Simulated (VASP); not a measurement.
A run of VASP 6.6.1 is set up as follows.

File INCAR:

```
SYSTEM = GaS
PREC = Accurate
ENCUT = 600
EDIFF = 1E-6
ISMEAR = 0
SIGMA = 0.03
LREAL = .False.
LASPH = .True.
NELM = 80
ALGO = Normal
ISIF = 3
LWAVE = .False.
LCHARG = .False.
GGA = CA
IBRION = 2
NSW = 90
EDIFFG = -0.01
KPAR = 2
```

KPOINTS

```
regular mesh
0
Gamma
  9 9 2
  0 0 0
```

POSCAR

```
GaS
1.0
    3.5850000000      0.0000000000      0.0000000000
   -1.7925000000      3.1047010726      0.0000000000
    0.0000000000      0.0000000000     15.5000000000
Ga S
4 4
Direct
    0.3333333333      0.6666666667      0.1700000000
    0.6666666667      0.3333333333      0.6700000000
    0.3333333333      0.6666666667      0.3300000000
    0.6666666667      0.3333333333      0.8300000000
    0.3333333333      0.6666666667      0.6000000000
    0.6666666667      0.3333333333      0.1000000000
    0.3333333333      0.6666666667      0.9000000000
    0.6666666667      0.3333333333      0.4000000000
```

Potentials or basis: VASP PAW LDA potentials, release 64 (Ga_d, S).

Command:

```console
$ cat potpaw_LDA.64/Ga_d/POTCAR potpaw_LDA.64/S/POTCAR > POTCAR
$ mpirun -np 2 vasp_std > vasp.out
```

**Question.** What does it give for the band gap on the k mesh?

**Answer.** 1.40 eV, indirect (least direct gap 1.72 eV).

**Question.** What does it give for the space group after relaxing (to 0.05 Å)?

**Answer.** P6_3/mmc (No. 194).

**Question.** Estimate the relaxed volume.

**Answer.** 20.65 Å³/atom.

**Question.** Predict the relaxed cell.

**Answer.** a = 3.536 Å, b = 3.536 Å, c = 15.256 Å, α = 90.00°, β = 90.00°, γ = 120.00°.

Forces on the atoms (eV/Å):
```
Ga   0.000  0.000  0.005
Ga   0.000  0.000  0.005
Ga   0.000  0.000 -0.005
Ga   0.000  0.000 -0.005
S    0.000  0.000 -0.006
S    0.000  0.000 -0.006
S    0.000  0.000  0.006
S    0.000  0.000  0.006
```

Caveat: an odd mesh through Γ misses points on the zone boundary, where band edges often lie. Expect the measured gap to be larger: semilocal functionals such as LDA lack the derivative discontinuity.
